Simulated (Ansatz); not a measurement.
# How SrCl2 answers to pressure

```
Sr Cl
1.0
     0.00000    3.48550    3.48550
     3.48550    0.00000    3.48550
     3.48550    3.48550    0.00000
Sr Cl
1 2
Direct
  0.00000 0.00000 0.00000
  0.25000 0.25000 0.25000
  0.75000 0.75000 0.75000
```

Conventional cell: a = 6.971 Å, b = 6.971 Å, c = 6.971 Å, α = 90.00°, β = 90.00°, γ = 90.00°. Sr (atom 1) is surrounded by 8 Cl at 3.02 Å. Cl (atom 2) is surrounded by 4 Sr at 3.02 Å.

The cell comes from COD entry 1541509, which wasn't checked; take it as a given geometry.

Level of theory: DFT, LDA, all-electron LAPW, scalar-relativistic in Ansatz 0.2.0.

The runs use a Γ-centred 8×8×8 k mesh, Fermi–Dirac smearing of 0.01 eV, basis error target 1 meV/atom, no spin polarisation.

The cell is scaled evenly with fractional coordinates held. Semilocal gaps are too small, but their slopes usually carry over better; a slope of a few tenths of an eV per unit of ln V is near zero and can change sign within a few per cent of volume.

```csv
V/V(cell),P (GPa),gap on the k mesh (eV)
0.9400,-0.53,5.112
0.9600,-1.37,5.045
0.9800,-2.11,4.967
0.9900,-2.45,4.928
1.0000,-2.77,4.891
1.0100,-3.07,4.853
1.0200,-3.35,4.817
1.0400,-3.87,4.745
```

**Question.** From the rows at 0.9900 and 1.0100, what is the bulk modulus at the cell's volume?

**Answer.** B = −ΔP/Δln V = −[(-3.07) − (-2.45)]/0.02000 = 31.0 GPa. This is the modulus at -2.77 GPa, not at zero pressure.

**Question.** What are the gap's volume deformation potential and pressure coefficient?

**Answer.** dEg/dln V = (4.853 − 4.928)/0.02000 = -3.75 eV, and dEg/dP = −(dEg/dln V)/B = 121 meV/GPa: pressure widens the gap.

**Question.** Predict the row at V/V(cell) = 1.0600. How far is a linear estimate of P off?

**Answer.** P = -4.32 GPa, gap 4.676 eV. The linear estimate P(cell) − B ln(V/V(cell)) = -4.58 GPa misses by 0.26 GPa, since the modulus falls on expansion.
